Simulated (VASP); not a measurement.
# Br (I4/mmm) in VASP: a series of runs

Runs on Br. Level: PBE. Tasks: single point.

Program: VASP 6.6.1. These are calculated values, not measurements. Logs are shortened: lines on timing, memory, paths and dates and some standing lists are left out, and cuts for length are marked.

### 1 The structure

Symmetry: I4/mmm, No. 139, tetragonal system. Conventional cell: a = 2.847 Å, b = 2.847 Å, c = 7.155 Å, α = 90.00°, β = 90.00°, γ = 90.00°. Br (site symmetry 4/mmm) is surrounded by 4 Br at 2.85 Å.

### 2 Single point, PBE

The input, INCAR:

```
  PREC = Accurate
  ENCUT = 450
  EDIFF = 1E-7
  ISMEAR = 0
  SIGMA = 0.02
  LREAL = False
  LASPH = True
  NELM = 80
  ALGO = Fast
  ISIF = 2
  LWAVE = False
  LCHARG = False
  GGA = PE
  NBANDS = 10
```

The input, KPOINTS:

```
Automatic mesh
0
Gamma
  8 8 8
```

The input, POSCAR:

```
Br
1.0
   -1.4234917050      1.4234917050      3.5775173700
    1.4234917050     -1.4234917050      3.5775173700
    1.4234917050      1.4234917050     -3.5775173700
Br
1
Direct
    0.0000000000      0.0000000000      0.0000000000
```

Potentials or basis: VASP PAW PBE potentials, release 64 (Br_GW).

The run is started by

```
$ cat potpaw_PBE.64/Br_GW/POTCAR > POTCAR
$ mpirun -np 1 vasp_std > vasp.out
```

OUTCAR:

```text
PREC = Accurate
   ENCUT = 450
   EDIFF = 1E-7
   ISMEAR = 0
   LREAL = False
   LASPH = True
   NELM = 80
   ISIF = 2
   GGA = PE

 ion  position               nearest neighbor table
   1  0.000  0.000  0.000-

  LATTYP: Found a body centered tetragonal cell.
 ALAT       =     2.8469834100
 C/A-ratio  =     2.5131986069

  Lattice vectors:

 A1 = (  -1.4234917050,   1.4234917050,   3.5775173700)
 A2 = (   1.4234917050,  -1.4234917050,   3.5775173700)
 A3 = (   1.4234917050,   1.4234917050,  -3.5775173700)

Analysis of symmetry for initial positions (statically):
=====================================================================
 Subroutine PRICEL returns:
 Original cell was already a primitive cell.

 Routine SETGRP: Setting up the symmetry group for a
 body centered tetragonal supercell.

 Subroutine GETGRP returns: Found 16 space group operations
 (whereof 16 operations were pure point group operations)
 out of a pool of 16 trial point group operations.

The static configuration has the point symmetry D_4h.

Analysis of symmetry for dynamics (positions and initial velocities):
=====================================================================
 Subroutine PRICEL returns:
 Original cell was already a primitive cell.

 Routine SETGRP: Setting up the symmetry group for a
 body centered tetragonal supercell.

 Subroutine GETGRP returns: Found 16 space group operations
 (whereof 16 operations were pure point group operations)
 out of a pool of 16 trial point group operations.

The dynamic configuration has the point symmetry D_4h.

 Subroutine INISYM returns: Found 16 space group operations
 (whereof 16 operations are pure point group operations),
 and found     1 'primitive' translations

----------------------------------------------------------------------------------------

                                     Primitive cell

  volume of cell :      28.9969

  direct lattice vectors                    reciprocal lattice vectors
    -1.423491705  1.423491705  3.577517370     0.000000000  0.351248973  0.139761725
     1.423491705 -1.423491705  3.577517370     0.351248973  0.000000000  0.139761725
     1.423491705  1.423491705 -3.577517370     0.351248973  0.351248973  0.000000000

  length of vectors
     4.105032010  4.105032010  4.105032010     0.378033307  0.378033307  0.496741062

  position of ions in fractional coordinates (direct lattice)
     0.000000000  0.000000000  0.000000000

  ion indices of the primitive-cell ions
   primitive index   ion index
                 1           1

----------------------------------------------------------------------------------------

 KPOINTS: Automatic mesh

Automatic generation of k-mesh.
 Grid dimensions read from file:
 generate k-points for:    8    8    8

 Generating k-lattice:

  Cartesian coordinates                     Fractional coordinates (reciprocal lattice)
     0.000000000  0.043906122  0.017470216     0.125000000  0.000000000 -0.000000000
     0.043906122  0.000000000  0.017470216     0.000000000  0.125000000 -0.000000000
     0.043906122  0.043906122  0.000000000     0.000000000  0.000000000  0.125000000

  Length of vectors
     0.047254163  0.047254163  0.062092633

  Shift w.r.t. Gamma in fractional coordinates (k-lattice)
     0.000000000  0.000000000  0.000000000

 Subroutine IBZKPT returns following result:
 ===========================================

 Found     59 irreducible k-points:

 Following reciprocal coordinates:
            Coordinates               Weight
  0.000000  0.000000  0.000000      1.000000
  0.125000  0.000000  0.000000      8.000000
  0.250000  0.000000  0.000000      8.000000
  0.375000  0.000000 -0.000000      8.000000
  0.500000  0.000000  0.000000      4.000000
  0.125000  0.125000  0.000000      8.000000
[... 16 lines left out ...]
  0.250000  0.125000  0.125000     16.000000
  0.375000  0.125000  0.125000      8.000000
 [... further k-points ...]
   k-points           NKPTS =     59   k-points in BZ     NKDIM =     59   number of bands    NBANDS=     10
   number of dos      NEDOS =    301   number of ions     NIONS =      1
   total plane-waves  NPLWV =  21952
   dimension x,y,z NGX =    28 NGY =   28 NGZ =   28
   dimension x,y,z NGXF=    56 NGYF=   56 NGZF=   56
   ions per type =               1
   NGX,Y,Z   is equivalent  to a cutoff of  11.34, 11.34, 11.34 a.u.
   NGXF,Y,Z  is equivalent  to a cutoff of  22.68, 22.68, 22.68 a.u.
 SYSTEM =  unknown system
   PREC   = accura    normal or accurate (medium, high low for compatibility)
   ISTART =      0    job   : 0-new  1-cont  2-samecut
   ICHARG =      2    charge: 1-file 2-atom 10-const
   ISPIN  =      1    spin polarized calculation?
   LNONCOLLINEAR =      F non collinear calculations
   LSORBIT =      F    spin-orbit coupling
   LASPH  =      T    aspherical Exc in radial PAW
   ENCUT  =  450.0 eV  33.07 Ry    5.75 a.u.   7.10  7.10  7.10*2*pi/ulx,y,z
   NELM   =     80;   NELMIN=  2; NELMDL= -5     # of ELM steps
   EDIFF  = 0.1E-06   stopping-criterion for ELM
   LREAL  =      F    real-space projection
   EDIFFG = 0.1E-05   stopping-criterion for IOM
   NSW    =      0    number of steps for IOM
   IBRION =     -1    ionic relax: 0-MD 1-quasi-New 2-CG
   NFREE  =      0    steps in history (QN), initial steepest desc. (CG)
   ISIF   =      2    stress and relaxation
   ISYM   =      2    0-nonsym 1-usesym 2-fastsym
   POTIM  = 0.5000    time-step for ionic-motion
   TEBEG  =    0.0;   TEEND  =   0.0 temperature during run
   PSTRESS=    0.0 pullay stress
   NELECT =       7.0000    total number of electrons
   NUPDOWN=      -1.0000    fix difference up-down
   EMIN   =  10.00;   EMAX   =-10.00  energy-range for DOS
   EFERMI =   0.00;   METHOD = LEGACY
   ISMEAR =     0;   SIGMA  =   0.02  broadening in eV -4-tet -1-fermi 0-gaus
   EFERMI_NEDOS =   21; number of points for ismear=-14 and -15
   IALGO  =     68    algorithm
   IMIX   =      4    mixing-type and parameters
     AMIX     =   0.40;   BMIX     =  1.00
     AMIX_MAG =   1.60;   BMIX_MAG =  1.00
  volume/ion in A,a.u.               =      29.00       195.68
  Fermi-wavevector in a.u.,A,eV,Ry     =   1.019351  1.926294 14.137486  1.039076
  Thomas-Fermi vector in A             =   2.152860
   LORBIT       =      0    0 simple, 1 ext, 2 COOP (PROOUT), +10 PAW based schemes
   GGA     = PE    functional components
   LHFCALC =     F    Hartree Fock is set to
   AEXX    =    0.0000 exact exchange contribution
   IVDW    =     0    specifies the selected vdW correction
   LEPSILON=     F    determine dielectric tensor
   LRPA    =     F    only Hartree local field effects (RPA)
 non-spin polarized calculation
 RMM-DIIS sequential band-by-band and
 Gauss-broadening in eV      SIGMA  =   0.02
  energy-cutoff  :      450.00
  volume of cell :       29.00
 maximum number of plane-waves:       640
   NGX = 15   NGY = 15   NGZ = 15

 number of electron       7.0000001 magnetization

 Free energy of the ion-electron system (eV)
  ---------------------------------------------------
  ext. energy  EPLUGINS =         0.00000000
  ---------------------------------------------------
  free energy    TOTEN  =        -1.39968494 eV

  energy without entropy =       -1.39959102  energy(sigma->0) =       -1.39963798

 E-fermi :   1.4015     XC(G=0):  -8.6400

 val. band max:        1.3730546097   @ k =  -0.2500  -0.3750   0.1250
 cond. band min:       1.4298622805   @ k =   0.2500   0.1250  -0.0000
 fundamental gap:      0.0568076708
 Fermi energy:         1.4014558909

 k-point     1 :       0.0000    0.0000    0.0000
  band No.  band energies     occupation
      1     -14.8359      2.00000
      2      -0.8641      2.00000
      3       2.3858      0.00000
      4       2.3858      0.00000
      5       6.8655      0.00000
      6      11.2715      0.00000
      7      11.7429      0.00000
      8      17.3316      0.00000
      9      17.3316      0.00000
     10      17.9493      0.00000

 k-point     2 :       0.1250    0.0000    0.0000
  band No.  band energies     occupation
      1     -14.6446      2.00000
      2      -0.8452      2.00000
      3       0.9491      2.00000
      4       2.5018      0.00000
      5       7.4175      0.00000
      6      11.6771      0.00000
      7      13.2958      0.00000
      8      14.2832      0.00000
      9      17.6383      0.00000
     10      19.2483      0.00000

 k-point     3 :       0.2500    0.0000    0.0000
  band No.  band energies     occupation
      1     -14.1265      2.00000
      2      -1.6011      2.00000
      3      -0.6877      2.00000
      4       2.8010      0.00000
      5       8.4824      0.00000
      6      11.7046      0.00000
      7      12.3095      0.00000
      8      16.9221      0.00000
      9      18.3909      0.00000
     10      19.2537      0.00000

 k-point     4 :       0.3750    0.0000   -0.0000
  band No.  band energies     occupation
      1     -13.4932      2.00000
      2      -3.5988      2.00000
      3      -0.5475      2.00000
      4       3.1326      0.00000
      5       8.2652      0.00000
      6      12.2938      0.00000
      7      13.0642      0.00000
      8      17.1783      0.00000
      9      17.9737      0.00000
     10      19.6668      0.00000
[... 222 lines left out ...]
 k-point    22 :       0.1250    0.1250    0.1250
  band No.  band energies     occupation
      1     -13.4585      2.00000
      2      -1.0902      2.00000
      3      -0.9050      2.00000
      4      -0.1528      2.00000
      5       9.3128      0.00000
      6      12.2415      0.00000
      7      12.2909      0.00000
      8      13.9631      0.00000
      9      17.9938      0.00000
     10      18.6775      0.00000

 k-point    23 :       0.2500    0.1250    0.1250
  band No.  band energies     occupation
      1     -12.8382      2.00000
      2      -2.9678      2.00000
      3      -0.5210      2.00000
      4       0.0365      2.00000
      5       9.2892      0.00000
      6      10.5479      0.00000
      7      12.4503      0.00000
      8      15.4378      0.00000
      9      18.0615      0.00000
     10      19.5573      0.00000

 k-point    24 :       0.3750    0.1250    0.1250
  band No.  band energies     occupation
      1     -12.5309      2.00000
      2      -3.7498      2.00000
      3      -0.2695      2.00000
      4       0.1069      2.00000
      5       8.8492      0.00000
      6       9.9153      0.00000
      7      13.4474      0.00000
      8      16.1196      0.00000
      9      18.2154      0.00000
     10      19.0303      0.00000

 [... further k-points ...]

------------------------ aborting loop because EDIFF is reached ----------------------------------------

  FORCE on cell =-STRESS in cart. coord.  units (eV):
  Direction    XX          YY          ZZ          XY          YZ          ZX
  --------------------------------------------------------------------------------------
  -------------------------------------------------------------------------------------
  Total        0.2464809      0.2464809      0.2512877      0.0000000     -0.0000000      0.0000000
  in kB       13.6189038     13.6189038     13.8844971      0.0000000     -0.0000000      0.0000000
  external PRESSURE =      13.7074349 kB  Pullay stress =       0.0000000 kB

 VOLUME and BASIS-vectors are now :
 -----------------------------------------------------------------------------
  energy-cutoff  :      450.00
  volume of cell :       29.00
      direct lattice vectors                 reciprocal lattice vectors
    -1.423491705  1.423491705  3.577517370     0.000000000  0.351248973  0.139761725
     1.423491705 -1.423491705  3.577517370     0.351248973  0.000000000  0.139761725
     1.423491705  1.423491705 -3.577517370     0.351248973  0.351248973  0.000000000

 POSITION                                       TOTAL-FORCE (eV/Angst)
 -----------------------------------------------------------------------------------
      0.00000      0.00000      0.00000        -0.000000     -0.000000      0.000000
 -----------------------------------------------------------------------------------
    total drift:                               -0.000000      0.000000      0.000000

  FREE ENERGIE OF THE ION-ELECTRON SYSTEM (eV)
  ---------------------------------------------------
  free  energy   TOTEN  =        -1.3996849381 eV

  energy  without entropy=       -1.3995910236  energy(sigma->0) =       -1.39963798
```

Run time: 35 s. Hardware: 1 thread of Intel Xeon Platinum 8259CL at 2.50GHz (Skylake/Cascade Lake), shared host; peak memory 0.15 GiB.

Results:

```yaml
Free_energy: -1.3997 eV
Pressure: 1.4 GPa
Band_gap_on_the_k_mesh: none (metal or under the smearing width)
```

Caveat: the k mesh is coarse (spacing up to 0.39 Å⁻¹), so the values aren't converged; an odd number of electrons without spin polarisation forces a metal; a magnetic or distorted state may lie lower.

### 3 Single point, PBE

The input, INCAR:

```
PREC = Accurate ; ENCUT = 500
EDIFF = 1E-7 ; ISMEAR = 0
SIGMA = 0.02 ; LREAL = F
LASPH = T ; NELM = 60
ALGO = Normal ; ISIF = 2
LWAVE = F ; LCHARG = T
GGA = PE ; LELF = T
LVHAR = T ; NBANDS = 10
```

KPOINTS is that of step 2.

POSCAR is that of step 2.

Potentials or basis: VASP PAW PBE potentials, release 64 (Br_GW).

The run is started by

```
$ cat potpaw_PBE.64/Br_GW/POTCAR > POTCAR
$ mpirun -np 1 vasp_std > vasp.out
```

OUTCAR:

```text
PREC = Accurate
   ENCUT = 500
   EDIFF = 1E-7
   ISMEAR = 0
   LREAL = F
   LASPH = T
   NELM = 60
   ISIF = 2
   GGA = PE

 ion  position               nearest neighbor table
   1  0.000  0.000  0.000-

  LATTYP: Found a body centered tetragonal cell.
 ALAT       =     2.8469834100
 C/A-ratio  =     2.5131986069

  Lattice vectors:

 A1 = (  -1.4234917050,   1.4234917050,   3.5775173700)
 A2 = (   1.4234917050,  -1.4234917050,   3.5775173700)
[... 493 lines left out ...]
     10      19.0292      0.00000

 [... further k-points ...]

------------------------ aborting loop because EDIFF is reached ----------------------------------------

  FORCE on cell =-STRESS in cart. coord.  units (eV):
  Direction    XX          YY          ZZ          XY          YZ          ZX
  --------------------------------------------------------------------------------------
  -------------------------------------------------------------------------------------
  Total        0.2510900      0.2510900      0.2559059      0.0000000     -0.0000000      0.0000000
  in kB       13.8735748     13.8735748     14.1396712      0.0000000     -0.0000000      0.0000000
  external PRESSURE =      13.9622736 kB  Pullay stress =       0.0000000 kB

 VOLUME and BASIS-vectors are now :
 -----------------------------------------------------------------------------
  energy-cutoff  :      500.00
  volume of cell :       29.00
      direct lattice vectors                 reciprocal lattice vectors
    -1.423491705  1.423491705  3.577517370     0.000000000  0.351248973  0.139761725
     1.423491705 -1.423491705  3.577517370     0.351248973  0.000000000  0.139761725
     1.423491705  1.423491705 -3.577517370     0.351248973  0.351248973  0.000000000

 POSITION                                       TOTAL-FORCE (eV/Angst)
 -----------------------------------------------------------------------------------
      0.00000      0.00000      0.00000         0.000000     -0.000000      0.000000
 -----------------------------------------------------------------------------------
    total drift:                               -0.000000      0.000000      0.000000

  FREE ENERGIE OF THE ION-ELECTRON SYSTEM (eV)
  ---------------------------------------------------
  free  energy   TOTEN  =        -1.3997815725 eV

  energy  without entropy=       -1.3996876431  energy(sigma->0) =       -1.39973461
```

stdout:

```text
POSCAR found type information on POSCAR Br
 POSCAR found :  1 types and       1 ions
 scaLAPACK will be used
 LDA part: xc-table for (Slater+PW92), standard interpolation
 POSCAR, INCAR and KPOINTS ok, starting setup
 FFT: planning ... GRIDC
 FFT: planning ... GRID_SOFT
 FFT: planning ... GRID
 WAVECAR not read
 entering main loop
```

Run time: 19 s. Hardware: 1 thread of Intel Xeon Platinum 8259CL at 2.50GHz (Skylake/Cascade Lake), shared host; peak memory 0.17 GiB.

Results:

```yaml
Free_energy: -1.3998 eV
Pressure: 1.4 GPa
Band_gap_on_the_k_mesh: none (metal or under the smearing width)
```

Levels at points of the mesh, in eV from the Fermi level:
| k point | band 1 | band 2 | band 3 | band 4 | band 5 | band 6 |
| --- | --- | --- | --- | --- | --- | --- |
| (0.00, 0.00, 0.00) | -16.24 | -2.27 | 0.98 | 0.98 | 5.46 | 9.87 |
| (0.50, 0.00, 0.00) | -14.58 | -5.80 | -1.86 | 1.88 | 6.37 | 12.06 |
| (0.50, 0.50, 0.00) | -13.08 | -4.45 | -4.17 | -0.60 | 5.49 | 8.34 |
| (0.50, 0.50, 0.50) | -15.99 | -4.44 | 0.82 | 0.82 | 9.34 | 9.35 |

Caveat: the k mesh is coarse (spacing up to 0.39 Å⁻¹), so the values aren't converged; an odd number of electrons without spin polarisation forces a metal; a magnetic or distorted state may lie lower.

### 4 Single point, PBE

The input, run.py:

```python
from ase.calculators.vasp import Vasp
from ase.dft.bandgap import bandgap
from ase.io import read

atoms = read('Br.cif')
calc = Vasp(
    directory='calc',
    xc='pbe',
    pp='PBE',
    setups='recommended',
    pp_version='54',
    prec='Accurate',
    encut=520,
    ediff=1e-07,
    ismear=0,
    sigma=0.05,
    lreal=False,
    lasph=True,
    nelm=80,
    algo='Normal',
    isif=2,
    lwave=False,
    lcharg=False,
    kpts=[13, 13, 13],
    gamma=True,
)
atoms.calc = calc

print('energy (eV):', atoms.get_potential_energy())
print('free energy (eV):', atoms.get_potential_energy(force_consistent=True))
print('forces (eV/A):')
print(atoms.get_forces())
print('stress (eV/A^3, Voigt):', atoms.get_stress())
print('Fermi level (eV):', calc.get_fermi_level())
gap, top, bottom = bandgap(calc)
print('band gap (eV):', gap, 'from (spin, k, band)', top, 'to', bottom)
```

The input, Br.cif:

```cif
data_Br
_cell_length_a 4.10503201
_cell_length_b 4.10503201
_cell_length_c 4.10503201
_cell_angle_alpha 139.42054361
_cell_angle_beta 139.42054361
_cell_angle_gamma 58.73418651
_space_group_name_H-M_alt 'P1'
_space_group_name_Hall 'P 1'
_space_group_IT_number 1
loop_
_space_group_symop_operation_xyz
'x,y,z'
loop_
_atom_site_label
_atom_site_type_symbol
_atom_site_symmetry_multiplicity
_atom_site_Wyckoff_symbol
_atom_site_fract_x
_atom_site_fract_y
_atom_site_fract_z
_atom_site_occupancy
Br1 Br 1 a 0.0000000000 0.0000000000 0.0000000000 1
```

Potentials or basis: VASP PAW PBE potentials, release 54 (Br).

The run is started by

```
$ python run.py
```

It took 41 s on 1 thread of Intel Xeon Platinum 8488C (Sapphire Rapids), shared host; peak memory 0.19 GiB.

It converged, with:

```yaml
Free_energy: -1.4415 eV
Pressure: 1.4 GPa
Band_gap_on_the_k_mesh: none (metal or under the smearing width)
```

Stress tensor (GPa, compression positive):
```
1.58 0.19 0.00
0.19 1.35 0.00
0.00 0.00 1.24
```

Levels at points of the mesh, in eV from the Fermi level:
```tsv
k point	band 1	band 2	band 3	band 4	band 5	band 6	band 7
(0.00, 0.00, 0.00)	-16.30	-2.33	0.92	0.92	5.41	9.80	10.29
```

Caveat: an odd number of electrons without spin polarisation forces a metal; a magnetic or distorted state may lie lower.

(Continued in part 2 of 2.)
